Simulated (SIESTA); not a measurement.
Runs of SIESTA 5.4.2 on Pb. The structure is cubic, space group Fd-3m (No. 227). Conventional cell: a = 6.878 Å, b = 6.878 Å, c = 6.878 Å, α = 90.00°, β = 90.00°, γ = 90.00°. Pb (site symmetry -43m) has 4 Pb at 2.98 Å as nearest neighbours. This isn't the form of Pb at room conditions, which is fcc.

| task | level | potentials or basis | gap on the mesh (eV) | pressure (GPa) | V0 of scaled cells (Å³/atom) | B0 (GPa) |
| --- | --- | --- | --- | --- | --- | --- |
| equation of state | LDA | PseudoDojo 0.4 standard (LDA files), DZP (energy shift 0.003 Ry; two zetas on semicore shells) | - | - | 40.19 | 34 |
| band structure | PBEsol | PseudoDojo 0.4 standard (PBEsol files), DZP (energy shift 0.003 Ry; two zetas on semicore shells) | none | (b) | - | - |
| equation of state | PBEsol | PseudoDojo 0.4 standard (PBEsol files), DZP (energy shift 0.003 Ry; two zetas on semicore shells) | - | - | 41.73 | (a) |
| band structure | LDA | PseudoDojo 0.4 standard (LDA files), DZP (energy shift 0.003 Ry; two zetas on semicore shells) | none | -0.4 | - | - |

Alike in all rows: no spin polarisation; cell as given; k mesh 7 × 7 × 7; smearing fermi-dirac 0.05 eV; grid cutoff 500 Ry; energy shift 0.003 Ry.

Problem. Fill in the values left out.

Solution. (a) 31; (b) 0.9.

Caveats: the basis of atomic orbitals isn't converged, which shifts pressures, moduli and gaps.

A k mesh can miss the band edges, and the runs leave out spin-orbit coupling on Pb.

A gap of «none» marks a metal or a gap under the smearing width.

Not every run made on this cell is shown here.
